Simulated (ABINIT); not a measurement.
Here is an ABINIT 10.8.3 (patched build) calculation.

Contents of run.abi:

```
# Datasets: ground state, then fixed potential
ndtset 2

# Pseudopotentials
pp_dirpath "./"
pseudos "Ga.LDA_PW-JTH.xml, P.LDA_PW-JTH.xml"

# Structure
acell 3.8540855109 3.8540855109 3.8540855109 Angstrom
rprim
     0.0000000000     0.7071067812     0.7071067812
     0.7071067812     0.0000000000     0.7071067812
     0.7071067812     0.7071067812     0.0000000000
ntypat 2
znucl 31 15
natom 2
typat 1 2
xred
     0.0000000000     0.0000000000     0.0000000000
     0.7500000000     0.7500000000     0.7500000000

# Plane-wave basis
ecut 544.227725 eV
pawecutdg 40.0

# Exchange and correlation
ixc -1007

# Bands and occupations
occopt 3
tsmear 0.00183747

# SCF cycle
nstep 100

# Output
iomode 3
prtwf 0
prteig 0
prtebands 0
enunit 1
prtden1 1

# Dataset 1
kptopt1 1
ngkpt1 8 8 8
nshiftk1 1
shiftk1 0.0 0.0 0.0
nband1 13
tolvrs1 1.0e-9

# Dataset 2: bands along G-X-W-K-G-L-U-W-L-K
iscf2 -2
getden2 1
nband2 17
nbdbuf2 2
tolwfr2 1.0e-12
kptopt2 -9
ndivsm2 6
prteig2 1
kptbounds2
     0.0000000000     0.0000000000     0.0000000000
     0.5000000000     0.0000000000     0.5000000000
     0.5000000000     0.2500000000     0.7500000000
     0.3750000000     0.3750000000     0.7500000000
     0.0000000000     0.0000000000     0.0000000000
     0.5000000000     0.5000000000     0.5000000000
     0.6250000000     0.2500000000     0.6250000000
     0.5000000000     0.2500000000     0.7500000000
     0.5000000000     0.5000000000     0.5000000000
     0.3750000000     0.3750000000     0.7500000000
```

Potentials or basis: JTH PAW LDA v2.0.

Launch:

```sh
$ abinit run.abi > log 2>&1
```

(1) Estimate the band gap along the path.

(2) What does it give for the pressure?

(3) What does it give for the band gap on the k mesh?

Answers

(1) 1.45 eV, indirect (least direct gap 1.60 eV).

(2) -2.8 GPa.

(3) 1.49 eV, indirect (least direct gap 1.60 eV).

**Experimental background.**

From “Stacking defects in GaP nanowires: Electronic structure and optical properties”, 2018, arxiv:1810.01194, for a bulk crystal of GaP at 10 K: band gap 2.34 eV (indirect).

A measured gap of GaP is 2.34 eV (indirect; 10 K; quoted in “Stacking defects in GaP nanowires: Electronic structure and optical properties”, 2018, arxiv:1810.01194); the calculated 1.45 eV misses it by -0.89 eV. Spin-orbit coupling on Ga is left out. The value is that of LDA-VWN, without temperature or zero-point motion. Semilocal functionals fall short of measured gaps as a rule.
